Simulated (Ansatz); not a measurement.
# GeSe: the band gap up the ladder of functionals

One table from this session's results is given with a row withheld; the runs are named, their logs left out.

Program: Ansatz 0.2.0. PAW datasets, plane waves. The values are computed, spin-unpolarised, and not measurements.

## Starting point

The cell was relaxed beforehand with r2SCAN+rVV10.

Space group Pnma (No. 62), orthorhombic; a = 11.010 Å, b = 3.804 Å, c = 4.536 Å in the conventional setting, 23.75 Å³ an atom. Near Ge stand 3 Se at 2.56 Å; near Se stand 3 Ge at 2.56 Å.

Structure file:

```cif
data_structure
_symmetry_space_group_name_H-M 'Pnma'
_symmetry_Int_Tables_number 62
_cell_length_a 11.0103
_cell_length_b 3.8043
_cell_length_c 4.5364
_cell_angle_alpha 90.000
_cell_angle_beta 90.000
_cell_angle_gamma 90.000
_cell_volume 190.01
loop_
_atom_site_label
_atom_site_type_symbol
_atom_site_symmetry_multiplicity
_atom_site_Wyckoff_symbol
_atom_site_fract_x
_atom_site_fract_y
_atom_site_fract_z
_atom_site_occupancy
Ge1 Ge 4 c 0.12544 0.75000 0.88603 1
Se1 Se 4 c 0.85161 0.75000 0.48780 1
```

Set-up of the first run:

The input, input.yaml:

```yaml
crystal:
  lattice:
    - [11.0103044784, 0.0, 0.0]
    - [0.0, 3.8043314846, 0.0]
    - [0.0, 0.0, 4.5363774144]
  atoms:
    - { symbol: Ge, position: [0.1254375754, 0.75, 0.88603107] }
    - { symbol: Ge, position: [0.6254375754, 0.75, 0.61396893] }
    - { symbol: Ge, position: [0.3745624246, 0.25, 0.38603107] }
    - { symbol: Ge, position: [0.8745624246, 0.25, 0.11396893] }
    - { symbol: Se, position: [0.8516134824, 0.75, 0.4877997361] }
    - { symbol: Se, position: [0.3516134824, 0.75, 0.0122002639] }
    - { symbol: Se, position: [0.6483865176, 0.25, 0.9877997361] }
    - { symbol: Se, position: [0.1483865176, 0.25, 0.5122002639] }
kpoints:
  mp_grid: { grid: [2, 6, 6] }
  band_path:
    path:
      - [[0.0, 0.0, 0.0], [0.5, 0.0, 0.0], [0.5, 0.5, 0.0], [0.0, 0.5, 0.0], [0.0, 0.0, 0.0], [0.0, 0.0, 0.5], [0.5, 0.0, 0.5], [0.5, 0.5, 0.5], [0.0, 0.5, 0.5], [0.0, 0.0, 0.5]]
      - [[0.5, 0.0, 0.0], [0.5, 0.0, 0.5]]
      - [[0.0, 0.5, 0.0], [0.0, 0.5, 0.5]]
      - [[0.5, 0.5, 0.0], [0.5, 0.5, 0.5]]
    npoints: 10
hamiltonian:
  xc: pbe
scf:
  occupations: { method: fermi_dirac, width: 0.02 }
  n_extra_bands: 6
output:
  forces: true
  stress: true
  eigenvalues: true
```

Run with:

```console
> ansatz run input.yaml --threads 2 --pin off --max-ram 29491MiB --backend cpu --events-out ev --progress --plain --runs-dir out
```

Among the steps run: PBE bands along the symmetry lines; r2SCAN at the same geometry; Single point with HSE06; Single point with PBE+SOC; PBE0 at the same geometry.

One of the session's tables, all rows but one given; the rest of the session is left out.

| level | gap (eV) |
| --- | --- |
| PBE | 0.83 |
| r2SCAN | ? |
| HSE06 | 1.35 |
| PBE+SOC | 0.80 |
| PBE0 | 2.00 |

**Question.** Estimate the row for r2SCAN.

The run gave: gap (eV): 1.04. In the column «gap (eV)» it lies between PBE (0.83) and HSE06 (1.35).

Meshes: PBE 2×6×6, r2SCAN 2×6×6, HSE06 2×4×4, PBE+SOC 2×6×6, PBE0 2×4×4

In words: The gap runs from 0.80 eV (PBE+SOC) to 2.00 eV (PBE0). PBE reaches 61 % of the HSE06 value, and r2SCAN 77 %. PBE0 lies 0.65 eV above HSE06, which differs from it by screening the long-range exchange.

To keep in mind: Warnings in the runs' records: stress exchange threshold loose, stress scf threshold loose.
